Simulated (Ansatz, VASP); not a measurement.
## ZnS in VASP and in Ansatz

File POSCAR:

```
ZnS
1.0
    0.0000000000      2.6945131942      2.9976459285
    2.6945131942      0.0000000000      2.9976459285
    2.6945131942      2.6945131942      0.0000000000
Zn S
1 1
Direct
    0.0000000000      0.0000000000      0.0000000000
    0.7500000000      0.7500000000      0.7500000000
```

INCAR.step1

```
SYSTEM = ZnS
PREC = Accurate
ENCUT = 520
ISMEAR = 0
SIGMA = 0.05
LREAL = .FALSE.
LASPH = .TRUE.
NELM = 60
NBANDS = 16
GGA = PE
ALGO = Normal
EDIFF = 1E-4
LWAVE = .TRUE.
LCHARG = .FALSE.
```

INCAR.step2

```
SYSTEM = ZnS
PREC = Accurate
ENCUT = 520
EDIFF = 1E-7
ISMEAR = 0
SIGMA = 0.05
LREAL = .FALSE.
LASPH = .TRUE.
NELM = 60
ALGO = Normal
ISIF = 2
LWAVE = .FALSE.
LCHARG = .TRUE.
METAGGA = R2SCAN
LMIXTAU = .TRUE.
LELF = .TRUE.
LVHAR = .TRUE.
NBANDS = 16
ISTART = 1
```

File KPOINTS:

```
regular mesh
0
G
  8 8 8
  0 0 0
```

Input for Ansatz:

```yaml
crystal:
  lattice:
    - [0.0, 2.6945131942, 2.9976459285]
    - [2.6945131942, 0.0, 2.9976459285]
    - [2.6945131942, 2.6945131942, 0.0]
  atoms:
    - { symbol: Zn, position: [0.0, 0.0, 0.0] }
    - { symbol: S, position: [0.75, 0.75, 0.75] }
basis:
  ecutwfc: 500
kpoints:
  mp_grid: { grid: [8, 8, 8] }
hamiltonian:
  xc: r2scan
scf:
  occupations: { method: gaussian, width: 0.05 }
output:
  forces: true
  stress: true
  eigenvalues: true
```

Change from the starting cell: strain +0.1125 x Voigt [0, 0, 1, 0, 0, 0], atoms carried along.

Alike in both runs: task single point; functional r2SCAN; k mesh 8 × 8 × 8; occupations gaussian, width 0.05 eV; no spin polarisation.

```csv
,VASP,Ansatz
version,VASP 6.6.1,Ansatz 0.2.0
potentials or method,"VASP PAW PBE potentials, release 64 (Zn, S)","scalar-relativistic, plane waves, PAW"
plane-wave cutoff (eV),520,500
valence electrons in the cell,18,18
```

|  | VASP | Ansatz | Ansatz less VASP |
| --- | --- | --- | --- |
| gap on the k mesh at the Fermi level (eV) | 2.03 | 2.03 | -0.003 |
| least direct gap on the mesh (eV) | 2.03 | 2.03 | -0.003 |
| pressure (GPa) | -6.8 | -6.8 | -0.04 |
| largest component of the traceless stress (GPa) | 3.83 | 3.80 | -0.037 |

Caveats: the PAW data sets were made with another functional, which shifts forces and pressure a little (VASP).
